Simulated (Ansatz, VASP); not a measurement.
**Si in VASP and in Ansatz**

```
CELL_PARAMETERS angstrom
0.00000 2.77114 2.77114
2.77114 0.00000 2.77114
2.77114 2.77114 0.00000
ATOMIC_POSITIONS crystal
Si 0.75000 0.75000 0.75000
Si 0.50000 0.50000 0.50000
```

Alike in both runs: task single point; functional PBE; k mesh 14 × 14 × 14; occupations gaussian, width 0.05 eV; no spin polarisation.

|  | VASP | Ansatz |
| --- | --- | --- |
| version | VASP 6.6.1 | Ansatz 0.2.0 |
| potentials or method | VASP PAW PBE potentials, release 64 (Si) | scalar-relativistic, plane waves, PAW |
| plane-wave cutoff (eV) | 520 | 420 |
| valence electrons in the cell | 8 | 8 |

|  | VASP | Ansatz | Ansatz less VASP |
| --- | --- | --- | --- |
| gap on the k mesh at the Fermi level (eV) | 0.68 | 0.68 | -0.002 |
| least direct gap on the mesh (eV) | 2.47 | 2.47 | -0.003 |
| pressure (GPa) | -3.3 | -3.2 | +0.07 |

The functional is the same, so the differences come from potentials, cutoffs and numerics.

A k mesh can miss the band edges. As with any semilocal functional, this PBE gap is likely too small.
